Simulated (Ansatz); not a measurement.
# ZrB2: pressure against volume, part 1 of 2

Aim: scale the cell of ZrB2 up and down at fixed shape and fractional positions, and get the equilibrium volume and bulk modulus with LAPW, PAW and all-electron datasets made for the crystal.

Method: DFT LDA, scalar-relativistic, in Ansatz 0.2.0.

### Step 1. Starting point

Symmetry: P6/mmm, No. 191, hexagonal system. Conventional cell: a = 3.165 Å, b = 3.165 Å, c = 3.520 Å, α = 90.00°, β = 90.00°, γ = 120.00°. Zr (site symmetry 6/mmm) is surrounded by 12 B at 2.54 Å. Around B (site symmetry -6m2) lie 3 B at 1.83 Å and 6 Zr at 2.54 Å.

As a file:

```
CELL_PARAMETERS angstrom
3.16500 0.00000 0.00000
-1.58250 2.74097 0.00000
0.00000 0.00000 3.52000
ATOMIC_POSITIONS crystal
Zr 0.00000 0.00000 0.00000
B 0.33333 0.66667 0.50000
B 0.66667 0.33333 0.50000
```

Atoms are numbered in the order of the input: Zr1, B2, B3.

### Step 2. Volume × 0.96, LAPW

Input file input.yaml:

```yaml
crystal:
  lattice:
    - [3.122224314, 0.0, 0.0]
    - [-1.561112157, 2.7039255722, 0.0]
    - [0.0, 0.0, 3.4724266007]
  atoms:
    - { symbol: Zr, position: [0.0, 0.0, 0.0] }
    - { symbol: B, position: [0.3333333333, 0.6666666667, 0.5] }
    - { symbol: B, position: [0.6666666667, 0.3333333333, 0.5] }
kpoints:
  mp_grid: { grid: [13, 13, 10] }
  band_path:
    path:
      - [0.0, 0.0, 0.0]
      - [0.5, 0.0, 0.0]
      - [0.3333333333, 0.3333333333, 0.0]
      - [0.0, 0.0, 0.0]
      - [0.0, 0.0, 0.5]
      - [0.5, 0.0, 0.5]
      - [0.3333333333, 0.3333333333, 0.5]
      - [0.0, 0.0, 0.5]
      - [0.5, 0.0, 0.5]
    npoints: 5
scf:
  occupations: { method: fermi_dirac, width: 0.03 }
hamiltonian:
  xc: lda
  pseudopotentials: { kind: all_electron, lapw: { basis_error: 0.001 } }
output:
  forces: true
  stress: true
  eigenvalues: true
```

Command:

```console
ansatz run input.yaml --threads 1 --pin off --max-ram 4096MiB --backend cpu --events-out ev --progress --plain --runs-dir out
```

The log of the run, shortened:

```text
LAPW: plane waves up to 8.778 Å⁻¹, error target 1.0e-3 eV per atom; small_component_spin mean_spin; B in spheres of 0.901 Å, 5 of its electrons in bands, Dirac shells []; Zr in spheres of 1.217 Å, 30 of its electrons in bands, Dirac shells []
[...]
Pseudopotentials: kind: all_electron
Pseudopotential: Zr, LAPW, valence charge 30, Koelling and Harmon's equation, gaussian nucleus
Pseudopotential: B, LAPW, valence charge 5, Koelling and Harmon's equation, gaussian nucleus
Functional definition: SPW92
[...]
Crystal: 3 atoms, lattice volume = 29.315 Å³
Basis set: ecut = 293.59746455930144 eV, 339 PW (Γ), exchange–correlation at level 2
Bands: 24, of which v1, the nominal top of the filled ones, is band 20 counted from 1 (19 counted from 0)
Symmetry: 24 space group operations
Space group: P6/mmm (ITA 191), of the structure as read, at distance tolerance 3.1e-5 Å
k-points: 126 of 1690
[...]
SCF iter   1: F=—  HF=-99165.579826 eV  |F-HF|=—  |Δ(HF+E_count)|=         —  Δρ=7.88e-2  dr2=3.53e0  ethr=8.81e-3  ⟨swp⟩=2.0  Hψ=19949  notcnv=0
[...]
the basis was enlarged: its passes take 35.0 KiB over the memory plan, 1 of 1 planned eigensolver slots
[...]
SCF iter   7: F=-99164.299821 eV  HF=-99164.299821 eV  |F-HF|=7.19e-9  |Δ(HF+E_count)|=   5.12e-8  Δρ=4.06e-6  dr2=4.14e-9  ethr=1.37e-9  ⟨swp⟩=3.0  Hψ=8602  notcnv=0
[...]
NSCF: frozen V_eff on 41 k-points
SCF converged after 7 iterations
Free energy (F): -99164.299821 eV
[...]
E sigma→0 (E₀):  -99164.299242 eV
Entropy (-TS):   -0.001158 eV (-0.386 meV/atom)
Fermi energy:    17.992747 eV
[...]
--- Forces (eV/Å), atoms counted from 1 ---
  atom   1  Zr    -0.00000000    -0.00000000     0.00000000
  atom   2  B     -0.00000000     0.00000000     0.00000000
  atom   3  B      0.00000000    -0.00000000    -0.00000000
[...]
--- Stress (GPa, compression-positive) ---
        2.865954       0.000000      -0.000000
        0.000000       2.865954      -0.000000
       -0.000000      -0.000000       3.436378
  P = ⅓ Tr σ = 3.0561 GPa (30.561 kbar)
--- Band table (eV; the first three rows and the last of 126) ---
  k-point 0: bands = ["-378.9398", "-292.5451", "-292.5283", "-292.5283", "-153.0290", "-153.0165", "-150.3547", "-150.3517", "-150.3517", "-150.3383", "-150.3383", "-30.4523", "-8.7241", "-8.0900", "-8.0900", "5.0924", "15.1443", "15.1443", "15.1840", "15.6248", "21.4752", "21.4752", [...]
[...]
```

Run time: 23 s. Hardware: 1 thread of Arm Neoverse V2, shared host; peak memory 0.42 GiB.

Result: pressure 3.06 GPa; no gap.

### Step 3. Volume × 0.96, PAW

Input file input.yaml:

```yaml
crystal:
  lattice:
    - [3.122224314, 0.0, 0.0]
    - [-1.561112157, 2.7039255722, 0.0]
    - [0.0, 0.0, 3.4724266007]
  atoms:
    - { symbol: Zr, position: [0.0, 0.0, 0.0] }
    - { symbol: B, position: [0.3333333333, 0.6666666667, 0.5] }
    - { symbol: B, position: [0.6666666667, 0.3333333333, 0.5] }
kpoints:
  mp_grid: { grid: [13, 13, 10] }
scf:
  occupations: { method: fermi_dirac, width: 0.03 }
hamiltonian:
  xc: lda
  pseudopotentials: { kind: paw }
output:
  forces: true
  stress: true
  eigenvalues: true
  efg: { contact_densities: true }
  write_density: true
  write_potential: true
  elf: true
  volumetric_format: npy
```

Command:

```console
ansatz run input.yaml --threads 1 --pin off --max-ram 4096MiB --backend cpu --events-out ev --progress --plain --runs-dir out
```

The log of the run, shortened:

```text
Zr: output.efg is read without spin–orbit coupling, which moves field gradients at and beside such atoms by some per cent and up to a factor of two; PAW files take it under magnetization.noncollinear and magnetization.spin_orbit
[...]
Pseudopotentials: kind: paw
Pseudopotential: Zr, paw, valence charge 12, recommended cutoff 420 eV (normal)
Pseudopotential: B, paw, valence charge 3, recommended cutoff 420 eV (normal)
Functional definition: SPW92
[...]
Crystal: 3 atoms, lattice volume = 29.315 Å³
Basis set: ecut = 420 eV, 563 PW (Γ)
Bands: 13, of which v1, the nominal top of the filled ones, is band 9 counted from 1 (8 counted from 0)
Symmetry: 24 space group operations
Space group: P6/mmm (ITA 191), of the structure as read, at distance tolerance 3.1e-5 Å
k-points: 126 of 1690
[...]
--- Stress (GPa, compression-positive) ---
        2.887747       0.000000      -0.000000
        0.000000       2.887747      -0.000000
       -0.000000      -0.000000       3.388119
  P = ⅓ Tr σ = 3.0545 GPa (30.545 kbar)
--- PAW observables at the nuclei: V_zz in 10²¹ V/m², potentials from the cell's mean, atoms counted from 1 ---
  atom   1  Zr V_zz =    +4.751269   η = 0.0000   by run symmetry: allowed
            electrostatic potential = -5931.650769 V   contact ρ = 488370.471142 e/Å³
  atom   2  B  V_zz =    +0.043105   η = 0.0000   by run symmetry: allowed
            electrostatic potential = -333.925250 V   contact ρ = 475.457453 e/Å³
  atom   3  B  V_zz =    +0.043105   η = 0.0000   by run symmetry: allowed
            electrostatic potential = -333.925250 V   contact ρ = 475.457453 e/Å³
--- Band table (eV; the first three rows and the last of 126) ---
  k-point 0: bands = ["-32.0193", "-10.2901", "-9.6550", "-9.6550", "3.5311", "13.5858", "13.5858", "13.6234", "14.0654", "19.9123", "19.9123", "20.7237", "20.7237"]
[...]
```

It took 4.4 s on 1 thread of Arm Neoverse V2, shared host; peak memory 0.37 GiB.

Result: pressure 3.05 GPa; no gap; Vzz Zr1 4.75 (η = 0.00), B2 0.04 (η = 0.00) (10²¹ V/m²).

### Step 4. Volume × 0.96, crystal datasets

Changes to input.yaml since step 3:

```diff
@@ -15,3 +15,3 @@
   xc: lda
-  pseudopotentials: { kind: paw }
+  pseudopotentials: { kind: all_electron, datasets: crystal }
 output:
@@ -21,5 +21 @@
   efg: { contact_densities: true }
-  write_density: true
-  write_potential: true
-  elf: true
-  volumetric_format: npy
```

Command:

```console
ansatz run input.yaml --threads 1 --pin off --max-ram 4096MiB --backend cpu --events-out ev --progress --plain --runs-dir out
```

The log of the run, shortened:

```text
[...]
Zr: output.efg is read without spin–orbit coupling, which moves field gradients at and beside such atoms by some per cent and up to a factor of two; PAW files take it under magnetization.noncollinear and magnetization.spin_orbit
[...]
Pseudopotentials: kind: all_electron
Pseudopotential: Zr, paw, valence charge 12, recommended cutoff 320 eV (normal), Koelling and Harmon's equation, gaussian nucleus
Pseudopotential: B, paw, valence charge 3, recommended cutoff 320 eV (normal), Koelling and Harmon's equation, gaussian nucleus
Functional definition: SPW92
[...]
Crystal: 3 atoms, lattice volume = 29.315 Å³
Basis set: ecut = 320 eV, 389 PW (Γ)
Bands: 13, of which v1, the nominal top of the filled ones, is band 9 counted from 1 (8 counted from 0)
Symmetry: 24 space group operations
Space group: P6/mmm (ITA 191), of the structure as read, at distance tolerance 3.1e-5 Å
[...]
  atom   3  B     -0.00000000    -0.00000000     0.00000000
[...]
--- Stress (GPa, compression-positive) ---
        2.866670       0.000000      -0.000000
        0.000000       2.866670      -0.000000
       -0.000000      -0.000000       3.437218
  P = ⅓ Tr σ = 3.0569 GPa (30.569 kbar)
--- PAW observables at the nuclei: V_zz in 10²¹ V/m², potentials from the cell's mean, atoms counted from 1 ---
  atom   1  Zr V_zz =    +4.792094   η = 0.0000   by run symmetry: allowed
            electrostatic potential = -5927.474848 V   contact ρ = 488427.351146 e/Å³
  atom   2  B  V_zz =    +0.072538   η = 0.0000   by run symmetry: allowed
            electrostatic potential = -331.938758 V   contact ρ = 475.487672 e/Å³
  atom   3  B  V_zz =    +0.072538   η = 0.0000   by run symmetry: allowed
            electrostatic potential = -331.938758 V   contact ρ = 475.487672 e/Å³
--- Band table (eV; the first three rows and the last of 126) ---
  k-point 0: bands = ["-30.4522", "-8.7239", "-8.0900", "-8.0900", "5.0924", "15.1442", "15.1442", "15.1840", "15.6248", "21.4751", "21.4751"]
[...]
```

Wall time 10 s (1 thread of Arm Neoverse V2, shared host); peak memory 0.48 GiB.

In short: pressure 3.06 GPa; no gap; Vzz Zr1 4.79 (η = 0.00), B2 0.07 (η = 0.00) (10²¹ V/m²).

### Step 5. Volume × 0.99, LAPW

Input file input.yaml:

```yaml
crystal:
  lattice:
    - [3.1544144627, 0.0, 0.0]
    - [-1.5772072314, 2.7318030588, 0.0]
    - [0.0, 0.0, 3.5082273368]
  atoms:
    - { symbol: Zr, position: [0.0, 0.0, 0.0] }
    - { symbol: B, position: [0.3333333333, 0.6666666667, 0.5] }
    - { symbol: B, position: [0.6666666667, 0.3333333333, 0.5] }
kpoints:
  mp_grid: { grid: [13, 13, 10] }
  band_path:
    path:
      - [0.0, 0.0, 0.0]
      - [0.5, 0.0, 0.0]
      - [0.3333333333, 0.3333333333, 0.0]
      - [0.0, 0.0, 0.0]
      - [0.0, 0.0, 0.5]
      - [0.5, 0.0, 0.5]
      - [0.3333333333, 0.3333333333, 0.5]
      - [0.0, 0.0, 0.5]
      - [0.5, 0.0, 0.5]
    npoints: 5
scf:
  occupations: { method: fermi_dirac, width: 0.03 }
hamiltonian:
  xc: lda
  pseudopotentials: { kind: all_electron, lapw: { basis_error: 0.001 } }
output:
  forces: true
  stress: true
  eigenvalues: true
```

Command:

```console
ansatz run input.yaml --threads 1 --pin off --max-ram 4096MiB --backend cpu --events-out ev --progress --plain --runs-dir out
```

The log of the run, shortened:

```text
LAPW: plane waves up to 8.686 Å⁻¹, error target 1.0e-3 eV per atom; small_component_spin mean_spin; B in spheres of 0.911 Å, 5 of its electrons in bands, Dirac shells []; Zr in spheres of 1.231 Å, 30 of its electrons in bands, Dirac shells []
[...]
Pseudopotentials: kind: all_electron
Pseudopotential: Zr, LAPW, valence charge 30, Koelling and Harmon's equation, gaussian nucleus
Pseudopotential: B, LAPW, valence charge 5, Koelling and Harmon's equation, gaussian nucleus
Functional definition: SPW92
[...]
Crystal: 3 atoms, lattice volume = 30.231 Å³
Basis set: ecut = 287.45125103295896 eV, 339 PW (Γ), exchange–correlation at level 2
Bands: 24, of which v1, the nominal top of the filled ones, is band 20 counted from 1 (19 counted from 0)
Symmetry: 24 space group operations
Space group: P6/mmm (ITA 191), of the structure as read, at distance tolerance 3.1e-5 Å
k-points: 126 of 1690
[...]
the basis was enlarged: its passes take 35.0 KiB over the memory plan, 1 of 1 planned eigensolver slots
[...]
SCF iter   7: F=-99164.294051 eV  HF=-99164.294051 eV  |F-HF|=6.68e-9  |Δ(HF+E_count)|=   9.91e-8  Δρ=4.22e-6  dr2=4.20e-9  ethr=1.05e-9  ⟨swp⟩=2.8  Hψ=8637  notcnv=0
[...]
NSCF: frozen V_eff on 41 k-points
SCF converged after 7 iterations
Free energy (F): -99164.294051 eV
[...]
E sigma→0 (E₀):  -99164.293465 eV
Entropy (-TS):   -0.001171 eV (-0.390 meV/atom)
Fermi energy:    17.428420 eV
[...]
--- Forces (eV/Å), atoms counted from 1 ---
  atom   1  Zr    -0.00000000     0.00000000     0.00000000
  atom   2  B     -0.00000000    -0.00000000     0.00000000
  atom   3  B      0.00000000     0.00000000     0.00000000
[...]
--- Stress (GPa, compression-positive) ---
       -5.239256      -0.000000       0.000000
        0.000000      -5.239256       0.000000
        0.000000       0.000000      -4.139497
  P = ⅓ Tr σ = -4.8727 GPa (-48.727 kbar)
--- Band table (eV; the first three rows and the last of 126) ---
[... band rows left out ...]
[...]
```

Run time: 23 s. Hardware: 1 thread of Arm Neoverse V2, shared host; peak memory 0.42 GiB.

In short: pressure -4.87 GPa; no gap.

### Step 6. Volume × 0.99, PAW

Input file input.yaml:

```yaml
crystal:
  lattice:
    - [3.1544144627, 0.0, 0.0]
    - [-1.5772072314, 2.7318030588, 0.0]
    - [0.0, 0.0, 3.5082273368]
  atoms:
    - { symbol: Zr, position: [0.0, 0.0, 0.0] }
    - { symbol: B, position: [0.3333333333, 0.6666666667, 0.5] }
    - { symbol: B, position: [0.6666666667, 0.3333333333, 0.5] }
kpoints:
  mp_grid: { grid: [13, 13, 10] }
scf:
  occupations: { method: fermi_dirac, width: 0.03 }
hamiltonian:
  xc: lda
  pseudopotentials: { kind: paw }
output:
  forces: true
  stress: true
  eigenvalues: true
  efg: { contact_densities: true }
  write_density: true
  write_potential: true
  elf: true
  volumetric_format: npy
```

Command:

```console
ansatz run input.yaml --threads 1 --pin off --max-ram 4096MiB --backend cpu --events-out ev --progress --plain --runs-dir out
```

The log of the run, shortened:

```text
Zr: output.efg is read without spin–orbit coupling, which moves field gradients at and beside such atoms by some per cent and up to a factor of two; PAW files take it under magnetization.noncollinear and magnetization.spin_orbit
[...]
Pseudopotentials: kind: paw
Pseudopotential: Zr, paw, valence charge 12, recommended cutoff 420 eV (normal)
Pseudopotential: B, paw, valence charge 3, recommended cutoff 420 eV (normal)
Functional definition: SPW92
[...]
Crystal: 3 atoms, lattice volume = 30.231 Å³
Basis set: ecut = 420 eV, 563 PW (Γ)
Bands: 13, of which v1, the nominal top of the filled ones, is band 9 counted from 1 (8 counted from 0)
Symmetry: 24 space group operations
Space group: P6/mmm (ITA 191), of the structure as read, at distance tolerance 3.1e-5 Å
k-points: 126 of 1690
[...]
--- Stress (GPa, compression-positive) ---
       -5.214716       0.000000       0.000000
        0.000000      -5.214716       0.000000
        0.000000       0.000000      -4.182749
  P = ⅓ Tr σ = -4.8707 GPa (-48.707 kbar)
--- PAW observables at the nuclei: V_zz in 10²¹ V/m², potentials from the cell's mean, atoms counted from 1 ---
  atom   1  Zr V_zz =    +4.710997   η = 0.0000   by run symmetry: allowed
            electrostatic potential = -5930.876443 V   contact ρ = 488369.790382 e/Å³
  atom   2  B  V_zz =    +0.048177   η = 0.0000   by run symmetry: allowed
            electrostatic potential = -333.182458 V   contact ρ = 475.406192 e/Å³
  atom   3  B  V_zz =    +0.048177   η = 0.0000   by run symmetry: allowed
            electrostatic potential = -333.182458 V   contact ρ = 475.406192 e/Å³
--- Band table (eV; the first three rows and the last of 126) ---
  k-point 0: bands = ["-32.6316", "-10.8827", "-10.2985", "-10.2985", "3.1537", "13.1335", "13.1335", "13.1790", "13.5302", "19.2524", "19.2524", "20.0496", "20.0496"]
[...]
```

Wall time 4.4 s (1 thread of Arm Neoverse V2, shared host); peak memory 0.37 GiB.

Read from it: pressure -4.87 GPa; no gap; Vzz Zr1 4.71 (η = 0.00), B2 0.05 (η = 0.00) (10²¹ V/m²).

### Step 7. Volume × 0.99, crystal datasets

Changes to input.yaml since step 6:

```diff
@@ -15,3 +15,3 @@
   xc: lda
-  pseudopotentials: { kind: paw }
+  pseudopotentials: { kind: all_electron, datasets: crystal }
 output:
@@ -21,5 +21 @@
   efg: { contact_densities: true }
-  write_density: true
-  write_potential: true
-  elf: true
-  volumetric_format: npy
```

Command:

```console
ansatz run input.yaml --threads 1 --pin off --max-ram 4096MiB --backend cpu --events-out ev --progress --plain --runs-dir out
```

The log of the run, shortened:

```text
[...]
Zr: output.efg is read without spin–orbit coupling, which moves field gradients at and beside such atoms by some per cent and up to a factor of two; PAW files take it under magnetization.noncollinear and magnetization.spin_orbit
[...]
Pseudopotentials: kind: all_electron
Pseudopotential: Zr, paw, valence charge 12, recommended cutoff 320 eV (normal), Koelling and Harmon's equation, gaussian nucleus
Pseudopotential: B, paw, valence charge 3, recommended cutoff 320 eV (normal), Koelling and Harmon's equation, gaussian nucleus
Functional definition: SPW92
[...]
Crystal: 3 atoms, lattice volume = 30.231 Å³
Basis set: ecut = 320 eV, 389 PW (Γ)
Bands: 13, of which v1, the nominal top of the filled ones, is band 9 counted from 1 (8 counted from 0)
Symmetry: 24 space group operations
Space group: P6/mmm (ITA 191), of the structure as read, at distance tolerance 3.1e-5 Å
[...]
  atom   3  B      0.00000000     0.00000000     0.00000000
[...]
--- Stress (GPa, compression-positive) ---
       -5.238891      -0.000000       0.000000
       -0.000000      -5.238891       0.000000
        0.000000       0.000000      -4.138818
  P = ⅓ Tr σ = -4.8722 GPa (-48.722 kbar)
--- PAW observables at the nuclei: V_zz in 10²¹ V/m², potentials from the cell's mean, atoms counted from 1 ---
  atom   1  Zr V_zz =    +4.754710   η = 0.0000   by run symmetry: allowed
            electrostatic potential = -5926.724176 V   contact ρ = 488426.659499 e/Å³
  atom   2  B  V_zz =    +0.075889   η = 0.0000   by run symmetry: allowed
            electrostatic potential = -331.214853 V   contact ρ = 475.436449 e/Å³
  atom   3  B  V_zz =    +0.075889   η = 0.0000   by run symmetry: allowed
            electrostatic potential = -331.214853 V   contact ρ = 475.436449 e/Å³
--- Band table (eV; the first three rows and the last of 126) ---
  k-point 0: bands = ["-31.1111", "-9.3631", "-8.7801", "-8.7801", "4.6680", "14.6449", "14.6449", "14.6926", "15.0425", "20.7683", "20.7683"]
[...]
```

Run time: 10 s. Hardware: 1 thread of Arm Neoverse V2, shared host; peak memory 0.48 GiB.

Read from it: pressure -4.87 GPa; no gap; Vzz Zr1 4.75 (η = 0.00), B2 0.08 (η = 0.00) (10²¹ V/m²).

### Step 8. Volume × 1.02, LAPW

Input file input.yaml:

```yaml
crystal:
  lattice:
    - [3.1859607001, 0.0, 0.0]
    - [-1.5929803501, 2.7591229018, 0.0]
    - [0.0, 0.0, 3.5433119376]
  atoms:
    - { symbol: Zr, position: [0.0, 0.0, 0.0] }
    - { symbol: B, position: [0.3333333333, 0.6666666667, 0.5] }
    - { symbol: B, position: [0.6666666667, 0.3333333333, 0.5] }
kpoints:
  mp_grid: { grid: [13, 13, 10] }
  band_path:
    path:
      - [0.0, 0.0, 0.0]
      - [0.5, 0.0, 0.0]
      - [0.3333333333, 0.3333333333, 0.0]
      - [0.0, 0.0, 0.0]
      - [0.0, 0.0, 0.5]
      - [0.5, 0.0, 0.5]
      - [0.3333333333, 0.3333333333, 0.5]
      - [0.0, 0.0, 0.5]
      - [0.5, 0.0, 0.5]
    npoints: 5
scf:
  occupations: { method: fermi_dirac, width: 0.03 }
hamiltonian:
  xc: lda
  pseudopotentials: { kind: all_electron, lapw: { basis_error: 0.001 } }
output:
  forces: true
  stress: true
  eigenvalues: true
```

Command:

```console
ansatz run input.yaml --threads 1 --pin off --max-ram 4096MiB --backend cpu --events-out ev --progress --plain --runs-dir out
```

The log of the run, shortened:

```text
LAPW: plane waves up to 8.598 Å⁻¹, error target 1.0e-3 eV per atom; small_component_spin mean_spin; B in spheres of 0.920 Å, 5 of its electrons in bands, Dirac shells []; Zr in spheres of 1.244 Å, 30 of its electrons in bands, Dirac shells []
[...]
Pseudopotentials: kind: all_electron
Pseudopotential: Zr, LAPW, valence charge 30, Koelling and Harmon's equation, gaussian nucleus
Pseudopotential: B, LAPW, valence charge 5, Koelling and Harmon's equation, gaussian nucleus
Functional definition: SPW92
[...]
Crystal: 3 atoms, lattice volume = 31.147 Å³
Basis set: ecut = 281.6457226048567 eV, 339 PW (Γ), exchange–correlation at level 2
Bands: 24, of which v1, the nominal top of the filled ones, is band 20 counted from 1 (19 counted from 0)
Symmetry: 24 space group operations
Space group: P6/mmm (ITA 191), of the structure as read, at distance tolerance 3.1e-5 Å
k-points: 126 of 1690
[...]
the basis was enlarged: its passes take 35.0 KiB over the memory plan, 1 of 1 planned eigensolver slots
[...]
SCF iter   7: F=-99164.246204 eV  HF=-99164.246204 eV  |F-HF|=6.11e-9  |Δ(HF+E_count)|=   1.34e-7  Δρ=4.43e-6  dr2=4.61e-9  ethr=7.53e-10  ⟨swp⟩=2.3  Hψ=8638  notcnv=0
[...]
NSCF: frozen V_eff on 41 k-points
SCF converged after 7 iterations
Free energy (F): -99164.246204 eV
[...]
E sigma→0 (E₀):  -99164.245611 eV
Entropy (-TS):   -0.001185 eV (-0.395 meV/atom)
Fermi energy:    16.892755 eV
[...]
--- Forces (eV/Å), atoms counted from 1 ---
  atom   1  Zr    -0.00000000    -0.00000000     0.00000000
  atom   2  B      0.00000000    -0.00000000     0.00000000
  atom   3  B      0.00000000     0.00000000    -0.00000000
[...]
--- Stress (GPa, compression-positive) ---
      -12.235648       0.000000      -0.000000
       -0.000000     -12.235648      -0.000000
       -0.000000      -0.000000     -10.600783
  P = ⅓ Tr σ = -11.6907 GPa (-116.907 kbar)
--- Band table (eV; the first three rows and the last of 126) ---
[... band rows left out ...]
[...]
```

Run time: 23 s. Hardware: 1 thread of Arm Neoverse V2, shared host; peak memory 0.42 GiB.

Result: pressure -11.69 GPa; no gap.

(Continued in part 2 of 2.)
